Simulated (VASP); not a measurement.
Ag: single point with PBE

Ag:

```
CELL_PARAMETERS angstrom
2.88620 0.00000 0.00000
-1.44310 2.49952 0.00000
0.00000 0.00000 10.00000
ATOMIC_POSITIONS crystal
Ag 0.33333 0.66667 0.25000
Ag 0.66667 0.33333 0.75000
Ag 0.00000 0.00000 0.00000
Ag 0.00000 0.00000 0.50000
```

This isn't the form of Ag at room conditions, which is fcc.

```yaml
Program: VASP 6.6.1
Task: single point
Functional: PBE
Potentials_or_basis: VASP PAW PBE potentials, release 64 (Ag)
Cutoff: 520 eV
k_mesh: 16 × 16 × 4
Occupations: fermi-dirac, width 0.05 eV
Spin: no spin polarisation
Dipole_correction: no
Further_INCAR_settings: ALGO = Fast; EDIFF = 1e-06; NBANDS = 30
```

- Pressure: -0.4 GPa
- Band gap on the k mesh: none (metal or under the smearing width)

Stress tensor (GPa, compression positive):
```
 1.37  0.00  0.00
 0.00  1.37  0.00
 0.00  0.00 -4.05
```

Levels at points of the mesh, in eV from the Fermi level:
| k point | band 19 | band 20 | band 21 | band 22 | band 23 | band 24 | band 25 | band 26 |
| --- | --- | --- | --- | --- | --- | --- | --- | --- |
| (0.00, 0.00, 0.00) | -3.45 | -3.34 | -3.34 | -3.03 | -3.03 | -0.62 | 2.56 | 9.52 |
| (0.50, 0.00, 0.00) | -2.75 | -2.72 | 0.08 | 0.90 | 1.16 | 1.68 | 4.23 | 4.24 |
| (0.00, 0.00, 0.50) | -3.14 | -3.14 | -3.14 | -3.14 | -2.55 | -2.55 | 5.25 | 5.25 |
| (0.50, 0.00, 0.50) | -2.73 | -2.73 | 0.44 | 0.44 | 1.52 | 1.52 | 4.56 | 4.56 |

Wall time 2.2 min on 1 thread of Intel(R) Xeon(R) Platinum 8488C (Sapphire Rapids), on a shared host, peak memory 0.29 GiB.
